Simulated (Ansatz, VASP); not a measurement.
## Two plane-wave programs on KTaO3

```
K Ta O
1.0
     4.10331    0.00000    0.00000
     0.00000    4.10331    0.00000
     0.00000    0.00000    4.10331
K Ta O
1 1 3
Direct
  0.50000 0.50000 0.50000
  0.00000 0.00000 0.00000
  0.50000 0.00000 0.00000
  0.00000 0.50000 0.00000
  0.00000 0.00000 0.50000
```

Alike in both runs: task single point; functional PBE; k mesh 8 × 8 × 8; occupations gaussian, width 0.02 eV; no spin polarisation.

|  | VASP | Ansatz |
| --- | --- | --- |
| version | VASP 6.6.1 | Ansatz 0.2.0 |
| potentials or method | VASP PAW PBE potentials, release 64 (K_sv, Ta_pv, O) | scalar-relativistic, plane waves, PAW |
| plane-wave cutoff (eV) | 520 | 420 |
| valence electrons in the cell | 38 | 40 |

VASP gave:

```
gap on the k mesh at the Fermi level (eV) : 1.98
least direct gap on the mesh (eV)         : 2.62
pressure (GPa)                            : -9.2
```

Question: What did Ansatz give for the same quantities?

Answer: gap on the k mesh at the Fermi level (eV): 2.02; least direct gap on the mesh (eV): 2.66; pressure (GPa): -9.6.

The two sets of potentials don't hold the same shells in valence.

Caveats: spin-orbit coupling is left out, which moves the levels of the heavy elements. A k mesh can miss the band edges. As with any semilocal functional, this PBE gap is likely too small.
